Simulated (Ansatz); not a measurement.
Crystal: NbAs.

```
Nb As
1.0
    -1.72585    1.72585    5.84000
     1.72585   -1.72585    5.84000
     1.72585    1.72585   -5.84000
Nb As
2 2
Direct
  0.50000 0.00000 0.50000
  0.75000 0.75000 0.00000
  0.91600 0.41600 0.50000
  0.16600 0.16600 0.00000
```

| Item | Value |
| --- | --- |
| Program | Ansatz 0.2.0 |
| Task | relaxation of cell and atoms |
| Functional | revPBE |
| Dispersion | D3(BJ) |
| Potentials or basis | Ansatz PAW |
| Cutoff | 420 eV (not typed: the program's choice for these potentials) |
| k mesh | 11 × 11 × 11 |
| Occupations | fermi-dirac, width 0.05 eV |
| Spin | no spin polarisation |

At the start: volume 17.39 Å³/atom.

How do energy, volume and symmetry change on relaxing?

It ends after 4 steps and the volume is 16.74 Å³/atom (-3.8 %); space group I4_1md (No. 109, to 0.05 Å).

Step by step:
```tsv
step	energy change (eV)	largest force (eV/Å)	volume (Å³)
1	0.0000	0.3015	69.58
2	-0.0625	0.0199	67.11
3	-0.0627	0.0013	66.97
4	-0.0622	0.0013	66.97
```

Final structure:
```xyz
4
Lattice="-1.7108 1.7108 5.7199 1.7108 -1.7108 5.7199 1.7108 1.7108 -5.7199" Properties=species:S:1:pos:R:3 pbc="T T T"
Nb    0.0000    1.7108   -0.0182
Nb    0.0000    0.0000    8.5617
As    0.0000    1.7108    4.7771
As    0.0000    0.0000    1.9172
```

Caveat: the plane-wave basis is chosen anew once the cell has moved, so the energies of steps on either side of that aren't comparable; the PAW data sets come from PBE, with cores solved anew for the run's functional, which leaves a small shift of forces and pressure.
